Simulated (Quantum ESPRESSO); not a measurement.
BP:

```
P B
1.0
     0.00000    2.26900    2.26900
     2.26900    0.00000    2.26900
     2.26900    2.26900    0.00000
P B
1 1
Direct
  0.75000 0.75000 0.75000
  0.00000 0.00000 0.00000
```

* Program: Quantum ESPRESSO 7.5
* Task: phonons
* Functional: PBE
* Potentials or basis: GBRV 1.5 PBE
* Cutoff: 612 eV
* Density cutoff: 4898 eV
* k mesh: 8 × 8 × 8, shifted
* Occupations: fermi-dirac, width 0.05 eV
* Spin: no spin polarisation
* Mixing beta: 0.5
* Most SCF iterations: 120
* SCF threshold: 4e-10 Ry

The first run showed a gap, so the response started from a second, tighter run with fixed occupations.

Problem. Where do the zone-centre optical modes lie?

Solution. T2 at 804 cm⁻¹ (IR and Raman). Polar modes are given without the macroscopic field (transverse values).

Optical modes at Γ, degenerate ones joined, polar ones without the macroscopic field:
| cm⁻¹ | components | symmetry | active in | IR intensity, summed ((D/Å)²/amu) |
| --- | --- | --- | --- | --- |
| 804 | 3 | T2 | IR and Raman | 2.24 |

Zone-centre frequencies without and with the macroscopic field along z (cm⁻¹):
|  | optical modes in rising order |
| --- | --- |
| without | 804 804 804 |
| with the field | 804 804 809 |
